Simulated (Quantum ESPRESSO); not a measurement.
The system is PbSe (Clausthalite).

```
CELL_PARAMETERS angstrom
0.00000 3.06065 3.06065
3.06065 0.00000 3.06065
3.06065 3.06065 0.00000
ATOMIC_POSITIONS crystal
Pb 0.00000 0.00000 0.00000
Se 0.50000 0.50000 0.50000
```

Base run:

- Program: Quantum ESPRESSO 7.5
- Functional: HLE16
- Potentials or basis: SG15 PBE 1.2
- Cutoff: 952 eV
- Density cutoff: 3810 eV
- k mesh: 8 × 8 × 8
- Occupations: fermi-dirac, width 0.05 eV
- Spin: no spin polarisation

Its results: band gap on the k mesh 1.28 eV, direct; pressure -3.3 GPa.

Q: After a change of settings the same cell gave: band gap on the k mesh 0.06 eV, direct; pressure -1.7 GPa. Which change was it?
A. functional from HLE16 to SCAN; k mesh from 8 × 8 × 8 to 6 × 6 × 6
B. functional from HLE16 to LDA
C. functional from HLE16 to rev-vdW-DF2
D. functional from HLE16 to PBE

A: B.

Caveats: the potentials were made for another functional, which shifts forces and pressure; spin-orbit coupling is left out, which as a rule narrows the gap of such compounds by several tenths of an eV; the potentials were made for a functional far from this one (some runs).
